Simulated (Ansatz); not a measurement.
**WC: ideal shear of a crystal plane**

The calculation used DFT PBEsol, scalar-relativistic, plane waves, PAW (Ansatz). Cutoff 420 eV, Γ-centred 19×19×7 k-points, Gaussian smearing of 0.15 eV. Spin–orbit coupling is left out, which can shift energies with elements as heavy as these. No spin polarisation. Energies are free energies at this smearing, counted from the undisturbed cell; pressure is positive in compression.

The starting cell (relaxed at this level; this rock-salt form isn't the usual structure):

```xyz
8
Lattice="-2.1727 -2.1727 0.0000 2.1727 -2.1727 0.0000 0.0000 0.0000 8.6907" Properties=species:S:1:pos:R:3 pbc="T T T"
W     0.0000   -2.1727    1.0863
W     0.0000    0.0000    3.2590
W     0.0000   -2.1727    5.4317
W     0.0000    0.0000    7.6044
C     0.0000    0.0000    1.0863
C     0.0000   -2.1727    3.2590
C     0.0000    0.0000    5.4317
C     0.0000   -2.1727    7.6044
```

The cut lies on the cell's a–b face, a (0 0 1) plane (indices in the standard cell, whose axes needn't be the Cartesian ones shown) of area 9.44 Å², between layers 2.17 Å apart. Vector c is tilted by f times 1·a + 0·b (length 3.073 Å) with the atoms' Cartesian places fixed: one unrelaxed fault a cell. The traction is dγ/du, the slope of γ against the slip u in Å. Some rows repeat others by symmetry and weren't run.

| f | γ (mJ/m²) | traction (GPa) |
| --- | --- | --- |
| 0.0000 | 0 | 0.0 |
| 0.1000 | 123 | 7.5 |
| 0.2000 | 514 | 19.0 |
| 0.3000 | 1254 | 26.8 |
| 0.4000 | 1972 | 16.6 |
| 0.5000 | 2221 | 0.0 |
| 0.6000 | 1972 | -16.6 |
| 0.7000 | 1254 | -26.8 |
| 0.8000 | 514 | -19.0 |
| 0.9000 | 123 | -7.5 |

Read off the first barrier and the stress needed to climb it, and compare with Frenkel's sinusoid.

The first sampled maximum lies at f = 0.500, a slip of 1.54 Å, with γ ≈ 2221 mJ/m², which stands in for the unstable fault energy γ_us, and the steepest sampled slope before it is 26.8 GPa. A sinusoid γ = γ_us sin²(πu/λ) with its maximum there has λ = 3.07 Å and a largest slope πγ_us/λ = 22.7 GPa (1 mJ/m² per Å = 0.01 GPa).

Is there a metastable fault on this line?

Apart from points where γ returns to about zero, no local minimum shows among the samples, so at this sampling the line offers no fault for a dislocation to split on; a fault can still lie off the line.

The cut is rigid; relaxing the faces lowers these energies and usually the stresses.

In a metal these slopes depend on the k mesh and the smearing.

Cost: 6 runs of about 12 core-minutes in all, on Arm Neoverse V2 (shared hosts).